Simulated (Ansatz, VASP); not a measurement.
**PbS (Galena): VASP beside Ansatz**

Contents of INCAR:

```
PREC = Accurate
ENCUT = 520
EDIFF = 1E-6
ISMEAR = 0
SIGMA = 0.020999999999999998
LREAL = F
LASPH = T
NELM = 100
ALGO = Normal
ISIF = 2
LWAVE = F
LCHARG = F
GGA = PE
NBANDS = 17
```

Contents of KPOINTS:

```
regular mesh
0
Gamma
  8 8 8
```

Contents of POSCAR:

```
PbS
1.0
    0.0000000000      2.9657500000      2.9657500000
    2.9657500000      0.0000000000      2.9657500000
    2.9657500000      2.9657500000      0.0000000000
Pb S
1 1
Direct
    0.0000000000      0.0000000000      0.0000000000
    0.5000000000      0.5000000000      0.5000000000
```

input.yaml

```yaml
crystal:
  lattice:
    - [0.0, 2.96575, 2.96575]
    - [2.96575, 0.0, 2.96575]
    - [2.96575, 2.96575, 0.0]
  atoms:
    - { symbol: Pb, position: [0.0, 0.0, 0.0] }
    - { symbol: S, position: [0.5, 0.5, 0.5] }
kpoints:
  mp_grid: { grid: [8, 8, 8] }
scf:
  occupations: { method: gaussian, width: 0.021 }
hamiltonian:
  xc: pbe
  pseudopotentials: { kind: all_electron, lapw: { basis_error: 0.001 } }
output:
  forces: true
  stress: true
  eigenvalues: true
```

Alike in both runs: task single point; functional PBE; k mesh 8 × 8 × 8; occupations gaussian, width 0.021 eV; no spin polarisation.

```csv
,VASP,Ansatz
version,VASP 6.6.1,Ansatz 0.2.0
potentials or method,"VASP PAW PBE potentials, release 64 (Pb_d, S)","all-electron LAPW, scalar-relativistic"
plane-wave cutoff (eV),520,see its input
```

Ansatz gave:

```
gap on the k mesh at the Fermi level (eV) : 0.36
least direct gap on the mesh (eV)         : 0.36
pressure (GPa)                            : 2.2
```

Task: Estimate VASP's values.

Result: gap on the k mesh at the Fermi level (eV): 0.36; least direct gap on the mesh (eV): 0.36; pressure (GPa): 2.1.

Ansatz ran all-electron here, so the differences hold the error of VASP's frozen core and of both bases.

Caveats: spin-orbit coupling is left out, which as a rule narrows the gap of such compounds by several tenths of an eV.
